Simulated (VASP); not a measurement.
# C: convergence, self-consistent run

C, Cmme (no. 67), 4 atoms in the cell. PBE with D2; PAW potentials C (PBE set). VASP 6.6.1.

Wanted: energy within 2 meV/atom; pressure within 0.1 GPa.

POSCAR:
```
C
1.0
    1.2280479700     -2.1270618200      0.0000000000
    1.2280479700      2.1270618200      0.0000000000
    0.0000000000      0.0000000000      7.1732677600
C
4
Direct
    0.9166205400      0.0833794600      0.7531376000
    0.4166205400      0.5833794600      0.2468624000
    0.0833794600      0.9166205400      0.2468624000
    0.5833794600      0.4166205400      0.7531376000
```

## Inputs of the D2 term

| Inputs of the D2 term | Energy less reference (meV/atom) | Pressure (GPa) | SCF iterations | Time (s) |
|---|---|---|---|---|
| default | 0.0 | 2.31 | 14 | 14 |
| VDW_RADIUS = 15 | 0.9 | 2.34 | 14 | 14 |
| VDW_RADIUS = 25 | 0.2 | 2.31 | 14 | 15 |
| VDW_RADIUS = 80 | 0.0 | 2.31 | 14 | 14 |
| VDW_S6 = 0.6 | 21.5 | 2.68 | 14 | 15 |
| VDW_D = 15.0 | -10.4 | 2.14 | 14 | 14 |
| VDW_D = 30.0 | 8.4 | 2.50 | 14 | 14 |
| VDW_C6 = 1.750, VDW_R0 = 1.452 | 0.0 | 2.31 | 14 | 14 |
| VDW_C6 = 2.100, VDW_R0 = 1.452 | -21.5 | 1.93 | 14 | 15 |
| VDW_C6 = 1.400, VDW_R0 = 1.452 | 21.5 | 2.68 | 14 | 14 |

## Question

For each series: keep the first row unless others stay within half of the tolerance and take at least 30 % less time, and then take the fastest.

## Answer

- inputs of the D2 term: default

## The input

INCAR:
```
ALGO = Normal ; EDIFF = 1E-7
ENCUT = 520 ; ISIF = 2
ISMEAR = 0 ; IVDW = 1
LASPH = True ; LCHARG = False
LREAL = False ; LWAVE = False
NELM = 100 ; PREC = Accurate
SIGMA = 0.02
```

KPOINTS:
```
k-points
0
Gamma
  9 9 3
```

Commands:
```
cat potpaw_PBE.64/C/POTCAR > POTCAR
mpirun -np 1 vasp_std > vasp.out
```

The chosen input took VASP 6.6.1 14 s on 1 core (AMD EPYC 9R45 (Zen 5)), a shared host.
